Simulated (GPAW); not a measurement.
Set up this calculation in GPAW 26.7.0, as an ASE script.

| Quantity | Value |
| --- | --- |
| Task | relaxation of cell and atoms |
| Functional | rSCAN |
| Potentials or basis | GPAW PAW data sets (gpaw-data 1.2.1) |
| Cutoff | 600 eV |
| Basis | pw |
| k mesh | 6 × 6 × 6 |
| Occupations | fermi-dirac, width 0.05 eV |
| Spin | no spin polarisation |
| Maxiter | 150 |
| Optimizer | BFGS |
| Fmax | 0.05 eV/Å |
| Max steps | 40 |

The structure of Si lies in Si.cif:

```cif
data_Si
_cell_length_a 4.38971543
_cell_length_b 4.31665842
_cell_length_c 3.98899802
_cell_angle_alpha 54.31535988
_cell_angle_beta 61.08265504
_cell_angle_gamma 48.94154384
_space_group_name_H-M_alt 'P1'
_space_group_name_Hall 'P 1'
_space_group_IT_number 1
loop_
_space_group_symop_operation_xyz
'x,y,z'
loop_
_atom_site_label
_atom_site_type_symbol
_atom_site_symmetry_multiplicity
_atom_site_Wyckoff_symbol
_atom_site_fract_x
_atom_site_fract_y
_atom_site_fract_z
_atom_site_occupancy
Si1 Si 1 a 0.4722123000 0.5743990500 0.4764958900 1
Si2 Si 1 a 0.7777877000 0.6756009500 0.7735041100 1
```

The cell isn't the ideal one: all atoms moved at random, sigma 0.15 Å a component, cell strained at random, sigma 0.1.

The input as run:

run.py

```python
from ase.filters import FrechetCellFilter
from ase.io import read, write
from ase.optimize import BFGS
from gpaw import GPAW, PW

atoms = read('Si.cif')

calc = GPAW(mode=PW(600),
            xc='MGGA_X_RSCAN+MGGA_C_RSCAN',
            kpts={'size': (6, 6, 6), 'gamma': True},
            occupations={'name': 'fermi-dirac', 'width': 0.05},
            nbands=11,
            convergence={'density': 1e-05, 'energy': 1e-05},
            maxiter=150,
            txt='gpaw.txt')
atoms.calc = calc
opt = BFGS(FrechetCellFilter(atoms), trajectory='relax.traj', logfile='-')
done = opt.run(fmax=0.05, steps=40)
calc.write('gs.gpw')
write('result.traj', atoms)
print('Converged:', done)
print('Cell:', atoms.cell.cellpar().round(4))
print('Volume:', round(atoms.get_volume(), 4))
print(atoms.get_scaled_positions().round(5))
```

Potentials or basis: GPAW PAW data sets (gpaw-data 1.2.1), pw.

Run with:

```bash
$ OMP_NUM_THREADS=1 python run.py
```

Results of the run:

* Relaxed volume: 20.14 Å³/atom
* Relaxed cell: a = 3.847 Å, b = 3.852 Å, c = 3.845 Å, α = 59.94°, β = 60.02°, γ = 60.01°
* Space group after relaxing (to 0.05 Å): Fd-3m (No. 227)
* Energy gained by relaxing: 595.6 meV/atom
* Ionic steps: 13
* Pressure after relaxing: 0.0 GPa
* Largest force after relaxing: 0.019 eV/Å
* Band gap on the k mesh: 0.88 eV, indirect (least direct gap 2.70 eV)

Caveat: later steps reuse the first step's grids; the PAW data sets were made with another functional, which shifts forces and pressure a little.

Wall time 31 min on 1 thread of Intel(R) Xeon(R) Platinum 8259CL CPU @ 2.50GHz (Skylake/Cascade Lake), on a shared host, peak memory 0.62 GiB.
